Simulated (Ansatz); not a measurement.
# Al3GaN4: the cost of one run

Computed with Ansatz 0.2.0 (DFT PBEsol, scalar-relativistic, plane waves, PAW, unless a step's input says otherwise).

1 further run of the same task is left out (set aside as unsound or not needed).

## Step 1: The starting structure

Symmetry: P-43m, No. 215, cubic system. The conventional cell has a = 4.407 Å, b = 4.407 Å, c = 4.407 Å, α = 90.00°, β = 90.00°, γ = 90.00°. Al (site symmetry -42m) has 4 N at 1.90 Å in its first shell of neighbours. Around Ga (site symmetry -43m) lie 4 N at 1.95 Å. N (site symmetry 3m) has 3 Al at 1.90 Å and 1 Ga at 1.95 Å in its first shell of neighbours.

As a file:

```cif
data_structure
_symmetry_space_group_name_H-M 'P-43m'
_symmetry_Int_Tables_number 215
_cell_length_a 4.4070
_cell_length_b 4.4070
_cell_length_c 4.4070
_cell_angle_alpha 90.000
_cell_angle_beta 90.000
_cell_angle_gamma 90.000
_cell_volume 85.59
loop_
_atom_site_label
_atom_site_type_symbol
_atom_site_symmetry_multiplicity
_atom_site_Wyckoff_symbol
_atom_site_fract_x
_atom_site_fract_y
_atom_site_fract_z
_atom_site_occupancy
Al1 Al 3 c 0.50000 0.50000 0.00000 1
Ga1 Ga 1 a 0.00000 0.00000 0.00000 1
N1 N 4 e 0.74471 0.74471 0.25529 1
```

It goes back to an entry of the Materials Project, which need not be the stable form.

It is the result of an earlier relaxation at this level (volume 10.70 Å³/atom; gap on the mesh: 3.32 eV).

## Step 2: The reference cell

The reference gives a free energy of -6840.5723 eV, pressure 0.03 GPa, largest force 0.000 eV/Å and gap on the mesh 3.32 eV. It was computed beforehand with the settings of the runs below.

## Step 3: Normal modes

Contents of input.yaml:

```yaml
crystal:
  lattice:
    - [4.4069948432, 0.0, 0.0]
    - [0.0, 4.4069948432, 0.0]
    - [0.0, 0.0, 4.4069948432]
  atoms:
    - { symbol: Al, position: [0.5, 0.5, 0.0] }
    - { symbol: Al, position: [0.5, 0.0, 0.5] }
    - { symbol: Al, position: [0.0, 0.5, 0.5] }
    - { symbol: Ga, position: [0.0, 0.0, 0.0] }
    - { symbol: "N", position: [0.7447077176, 0.7447077176, 0.2552922824] }
    - { symbol: "N", position: [0.7447077176, 0.2552922824, 0.7447077176] }
    - { symbol: "N", position: [0.2552922824, 0.7447077176, 0.7447077176] }
    - { symbol: "N", position: [0.2552922824, 0.2552922824, 0.2552922824] }
basis:
  ecutwfc: 420
kpoints:
  mp_grid: { grid: [6, 6, 6] }
hamiltonian:
  xc: pbesol
scf:
  occupations: { method: gaussian, width: 0.05 }
output:
  eigenvalues: true
phonons:
  method: fd
  supercell: [1, 1, 1]
  amplitude: 0.02
  eigenvectors: true
  dielectric: false
```

Started as:

```
ansatz run input.yaml --threads 2 --pin off --max-ram 5120MiB --backend cpu --events-out ev --progress --plain --runs-dir out
```

What time and memory should one allow on 2 threads of AMD EPYC 9R45 (Zen 5), shared host?

About 9.4 s, with a peak of 0.58 GiB.
